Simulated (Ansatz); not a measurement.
Property card for CoO

All numbers below come from Ansatz 0.2.0, DFT PBEsol, scalar-relativistic, plane waves, PAW.

Cutoff 420 eV; k points 18×18×18 on the computed 2-atom cell (Γ-centred); Gaussian smearing, width 0.10 eV; collinear spin from starting moments 2.55 0.32 μB.

The structure is relaxed at this level of theory with its symmetry kept. This form isn't the usual stable structure of the compound.

Symmetry: R-3m, No. 166, trigonal system. The conventional cell has a = 3.056 Å, b = 3.056 Å, c = 6.644 Å, α = 90.00°, β = 90.00°, γ = 120.00°. Co (site symmetry -3m) has 6 O at 2.08 Å as nearest neighbours. O (site symmetry -3m) is surrounded by 6 Co at 2.08 Å.

| Quantity | Value |
| --- | --- |
| Volume per atom | 8.96 Å³ |
| Formation energy from the elements' standard states (uncorrected) | -0.513 eV/atom |
| Kohn–Sham band gap | none (metal) |
| Density of states at the Fermi level | 3.06 states/eV per cell |
| Löwdin character within 0.5 eV of the Fermi level | Co 3d 86 %, O 2p 13 % |
| Bulk modulus | 164 GPa |
| Its pressure derivative | 2.4 |
| Bader charges (e) | Co (1 in the cell) 1.19, O (1 in the cell) -1.19 |
| Total moment | 2.72 μB per cell |
| Site moments (μB; atoms counted from 1 over the whole cell) | Co (atom 1) 2.32, O (atom 2) 0.29 |

Only this magnetic start was tried.